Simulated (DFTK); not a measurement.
Runs of DFTK 0.8.2 on Au. The structure is cubic, space group Pm-3m (No. 221). Conventional cell: a = 2.748 Å, b = 2.748 Å, c = 2.748 Å, α = 90.00°, β = 90.00°, γ = 90.00°. Au (site symmetry m-3m) has 6 Au at 2.75 Å as nearest neighbours. The cell was built by a generator and needn't be a form met in nature.

| level | gap on the mesh (eV) | pressure (GPa) |
| --- | --- | --- |
| r2SCAN | none | -3.9 |
| BJ06 | none | - |
| LDA | none | (a) |
| SCAN | none | -5.3 |
| PBEsol | none | -6.4 |

Alike in all rows: task band structure; potentials or basis SG15 1.2 (PBE); no spin polarisation; cell as given; k mesh 10 × 10 × 10; cutoff (eV) 1225; smearing fermi-dirac 0.05 eV.

Task: Estimate the missing entries.

Result: (a) -10.0.

Caveats: the potentials were made for another functional, which shifts forces and pressure; the program leaves the constant c of mgga_x_tb09 at 1, so the potential is Becke-Johnson's (BJ06) and not Tran and Blaha's, with levels but no total energy (some runs).

A k mesh can miss the band edges, and the runs leave out spin-orbit coupling on Au.

A gap of «none» marks a metal or a gap under the smearing width.

Not every run made on this cell is shown here.
